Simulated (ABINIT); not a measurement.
Runs of ABINIT 10.8.3 (patched build) on Zr. The structure is hexagonal, space group P6_3/mmc (No. 194). Conventional cell: a = 3.232 Å, b = 3.232 Å, c = 5.147 Å, α = 90.00°, β = 90.00°, γ = 120.00°. Around Zr (site symmetry -6m2) lie 12 Zr at 3.18 to 3.23 Å. 

```csv
task,level,potentials or basis,k mesh,cutoff (eV),fine-grid cutoff,mesh quality,gap on the mesh (eV),pressure (GPa)
band structure,PBEsol,PseudoDojo NC SR PBEsol v0.4.1 standard,9 × 9 × 5,898,-,not flagged,none,(a)
single point,PBE,JTH PAW PBE v2.0,7 × 7 × 4,463,925.187 eV,not flagged,none,0.5
single point,PBE,JTH PAW PBE v2.0,4 × 4 × 2,463,925.187 eV,coarse,none,1.0
band structure,PBEsol,JTH PAW PBE v2.0,9 × 9 × 5,463,925.187 eV,not flagged,none,(b)
single point,LDA,JTH PAW LDA v2.0,5 × 5 × 3,463,925.187 eV,coarse,none,-5.9
```

Alike in all rows: no spin polarisation; cell as given; smearing fermi-dirac 0.05 eV.

Fill in the values left out.

(a) -3.2; (b) -3.3.

Caveats: some runs use coarse meshes; the PAW data sets were made with another functional, which shifts forces and pressure a little (some runs).

A k mesh can miss the band edges, and the runs leave out spin-orbit coupling on Zr.

A gap of «none» marks a metal or a gap under the smearing width.
